An electron and a hole that attract each other in an insulator resemble a hydrogen atom, so their energies should form a series: a deep first level, then ever closer ones that crowd up to the band gap. The table for hexagonal diamond, computed from the Bethe–Salpeter equation on top of density-functional bands, looks different. Four levels lie almost together near 5.13 eV, and the next one comes only at 5.587 eV.

GPAW 26.7.0, Bethe–Salpeter equation on LDA bands (PAW, 550 eV plane-wave cutoff) for hexagonal diamond, without spin–orbit coupling. The excitons are built from 3 valence and 3 conduction bands on a 7×7×4 k mesh (ground state 10×10×5), with the conduction bands shifted up by 0.8 eV. Weights are for light polarised along the hexagonal axis.

```
row  exciton energies (eV)  exciton weights
  1                  5.126            0.000
  2                  5.128            0.000
  3                  5.128            0.000
  4                  5.129            0.096
  5                  5.587            0.000
  6                  5.587            0.000
  7                  6.045            0.000
  8                  6.079            0.000
  9                  6.079            0.000
 10                  6.093            0.000
 11                  6.093            0.000
 12                  6.112            0.000
 13                  6.201            0.000
 14                  6.201            0.000
 15                  6.487            0.000
 16                  6.487            0.000
 17                  6.504            0.000
 18                  6.553            0.000
 19                  6.553            0.000
 20                  6.570            0.000
 21                  6.598            0.104
 22                  6.606            0.000
 23                  6.606            0.000
 24                  6.612            0.000
```

The level to compare with is the smallest vertical gap, 5.508 eV, which includes a rigid upward shift of the conduction bands by 0.8 eV. That shift was put in by hand and is probably too small, so the intervals between rows mean more than their absolute energies. Only rows 1 to 4 lie below the gap, by about 0.38 eV. A hydrogen-like series with this binding would have its second level near 5.41 eV, where the table has nothing.

The reason lies in how the calculation represents an exciton. It builds the state from electron–hole pairs at separate points of a mesh in wave-vector space. On a very fine mesh a bound state spreads over many neighbouring points, and its binding comes from the coupling among them. On a very coarse mesh, moving to the next point costs more energy than the coupling returns, so the pair stays on one point and keeps only the attraction of that point with itself.

That attraction is easy to estimate. The screened Coulomb interaction, $4\pi e^2/(\varepsilon q^2)$ divided by the crystal volume $NV$, is averaged over a sphere as large as one mesh cell. Here $N$ is the number of mesh points, $V$ the volume of the unit cell, $\varepsilon$ the dielectric constant and $q$ the wave vector. The sphere has the radius $q_0=(6\pi^2/NV)^{1/3}$, and the average of $1/q^2$ over it is $3/q_0^2$, which gives

$$E_\text{self}=\frac{2e^2q_0}{\pi\varepsilon}.$$

The excitons use a mesh of 7×7×4, which is 196 points; the ground state was computed on a 10×10×5 mesh. With a cell of $4\times5.67$ Å³, $q_0$ is 0.237 Å⁻¹. Taking $e^2=14.4$ eV Å and $\varepsilon\approx5.7$, a rough recalled value for cubic diamond, one finds $2\times14.4\times0.237/(\pi\times5.7)\approx0.38$ eV.

This is the binding that the calculation reports, although nothing was fitted. The closeness is partly luck: a dielectric constant between 5.0 and 6.5 would give 0.43 to 0.33 eV, and the calculation's own screening isn't converged in bands and cutoff. The gap, however, was taken from the same 7×7×4 mesh as the excitons. A mesh this coarse can miss the point where the gap of the crystal is smallest, but the 0.38 eV is still a lowering by attraction, measured from the smallest vertical gap among the points that the excitons are built from. The estimate suggests that the mesh spacing sets this lowering, which therefore can't be read as the binding of a real exciton. Doubling every mesh division would halve the self-attraction, and coupling between points would then have to supply more of the binding.

The same conclusion follows from the size of the exciton. A hydrogen-like state bound by 0.38 eV would have a radius of about 3.3 Å and hence a width of about 0.30 Å⁻¹ in wave-vector space. The mesh points are 0.38 to 0.41 Å⁻¹ apart, too far to draw even the first level properly. The absent series therefore says nothing against real excitons in this crystal.

If the lowest states sit on one point, their number is set by the bands there. Symmetry allows pairs of equal levels at the zone centre, and the pattern of the rows suggests that the highest valence level and the lowest conduction level are both such pairs, with orbitals pointing along $x$ and $y$ in the plane. Two possible hole states and two possible electron states make four combinations, which the hexagonal symmetry sorts into two single levels and one pair, as in rows 1 to 4. The long-range attraction is the same for all four. What separates them is a few meV, the size expected of short-range interactions on this mesh, though unequal coupling to other points may contribute. Such small splittings can change with the mesh, so their order shouldn't be carried over to the real crystal.

The exciton weights, which measure the coupling to light polarised along the hexagonal axis, follow from the same count. Such light looks the same after any rotation about the axis and in any mirror plane that contains the axis, so it can excite only the combination that both leave unchanged: $x\to x$ plus $y\to y$, in equal parts. The other three stay dark, and row 4 alone has weight. In rows 5 and 6 a single band probably combines with a pair at the same point. Keeping only three bands on each side may, however, cut through a set of equal levels, which would distort such counts here and in the rows above. The self-attraction should lower these states about as much as rows 1 to 4, so the step of 0.458 eV up from row 4 would be mainly a distance between bands. Two levels that symmetry keeps equal can't respond to light along the axis, so both are dark here, though they may absorb light polarised in the plane.

Higher up, the levels lie above the gap and are best read as pieces of a continuum cut up by the mesh. Their grouping may still reflect equivalent mesh points. Rows 7 to 12 run single, pair, pair, single, as six equivalent points around the axis would give with one transition each, but this assignment is a guess from the counting alone. Row 21 has weight, so it must share the symmetry of row 4; the table does not tell which points and bands it comes from. The numbers behind the estimates are in the output below.

Printed output of the fit:

```
Direct gap after the scissors shift (eV): 5.508
Number of rows below that gap: 4
Spread of rows 1 to 4 (meV): 3
Row 5 above the shifted direct gap (eV): 0.0794
Row 5 above row 4 (eV): 0.458
Row 7 above row 6 (eV): 0.458
Number of equal pairs at the printed digits: 8
Number of rows with weight along c: 2
Mesh points of the exciton calculation: 196
Pair states in the calculation (points x 3 x 3 bands): 1764
Printed binding (eV): 0.3819
One-point attraction with dielectric constant 5.7 (eV): 0.3812
One-point attraction with dielectric constant 5.0 (eV): 0.4346
One-point attraction with dielectric constant 6.5 (eV): 0.3343
One-point attraction if each mesh division were doubled (eV): 0.1906
Coupling to a nearest in-plane mesh point, at most (eV): 0.04228
Second-order lowering by six such neighbours, rough (eV): 0.01167
Scale of short-range terms on this mesh, rough (meV): 4.919
Second level of a hydrogen-like series with the printed binding (eV): 5.412
Hydrogen-like radius implied by the printed binding (angstrom): 3.307
Inverse of that radius (1/angstrom): 0.3023
Mesh spacing in the plane (1/angstrom): 0.411
Mesh spacing along c (1/angstrom): 0.3814
```
